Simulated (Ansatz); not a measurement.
SnO (Pmn2_1)

Computed with Ansatz, DFT PBEsol+D3(BJ), scalar-relativistic, plane waves, PAW.

Cutoff 420 eV; k points 8×6×8 on the computed 4-atom cell (Γ-centred); Gaussian smearing, width 0.02 eV; no spin polarisation.

The structure is relaxed at this level of theory with its symmetry kept. This form isn't the usual stable structure of the compound.

```yaml
crystal:
  lattice:
    - [3.29985, 0.00000, 0.00000]
    - [0.00000, 5.59761, 0.00000]
    - [0.00000, 0.00000, 3.62974]
  atoms:
    - { symbol: Sn, position: [0.00000, 0.24270, 0.54210] }
    - { symbol: Sn, position: [0.50000, 0.75730, 0.04210] }
    - { symbol: O, position: [0.00000, 0.87681, 0.70790] }
    - { symbol: O, position: [0.50000, 0.12319, 0.20790] }
```

| Item | Value |
| --- | --- |
| Space group | Pmn2_1 (No. 31) |
| Volume per atom | 16.76 Å³ |
| Kohn–Sham band gap | 1.00 eV, indirect from Γ to (0.368, -0.500, 0.000) |
| Löwdin character of the top 1 eV of the valence band | O 2p 39 %, Sn 5s 38 %, Sn 5p 21 % |
| Löwdin character of the lowest 1 eV of the conduction band | Sn 5p 64 %, O 2p 17 %, O 2s 9 %, unprojected 5 % |
| Electron masses at the edge by Cartesian direction of the standard setting (m_e; degenerate bands sorted by energy; no spin-orbit coupling) | x: 0.13; y: 0.40; z: 0.53 |
| Hole masses at the edge by Cartesian direction of the standard setting (m_e; degenerate bands sorted by energy; no spin-orbit coupling) | x: 4.4; y: 0.54; z: 0.93 |
| Bulk modulus | 29.8 GPa |
| Its pressure derivative | 8.0 |
| Electronic dielectric constant xx, yy, zz of the standard setting (independent particles) | 10.6, 8.3, 8.9 |
| Bader charges (e) | Sn (2 in the cell) 1.25, O (2 in the cell) -1.25 |

Cost: 12 runs of about 25 core-minutes in all, on Arm Neoverse V1 (shared hosts).